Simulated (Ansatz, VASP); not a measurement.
## Two plane-wave programs on Ir

```
Ir
1.0
     0.00000    1.93841    1.93841
     1.93841    0.00000    1.93841
     1.93841    1.93841    0.00000
Ir
1
Direct
  0.00000 0.00000 0.00000
```

Alike in both runs: functional PBE; k mesh 8 × 8 × 8; occupations gaussian, width 0.1 eV; no spin polarisation.

Ansatz relaxed the structure, and its values are those at the end. VASP's run is a single point on that final structure, the one shown.

```csv
,VASP,Ansatz
version,VASP 6.6.1,Ansatz 0.2.0
potentials or method,"VASP PAW PBE potentials, release 64 (Ir)","scalar-relativistic, plane waves, PAW"
plane-wave cutoff (eV),520,420
valence electrons in the cell,9,17
```

Ansatz gave:

| Property | Result |
| --- | --- |
| gap on the k mesh at the Fermi level (eV) | none |
| pressure (GPa) | -0.3 |

Problem. Estimate VASP's values.

Solution. gap on the k mesh at the Fermi level (eV): none; pressure (GPa): 0.1.

A gap of «none» marks a metal or a gap that the smearing closes. With one functional, cell and mesh, what is left measures potentials, basis and numerics. The two sets of potentials don't hold the same shells in valence.

Spin-orbit coupling is left out, which matters for the levels of Ir.
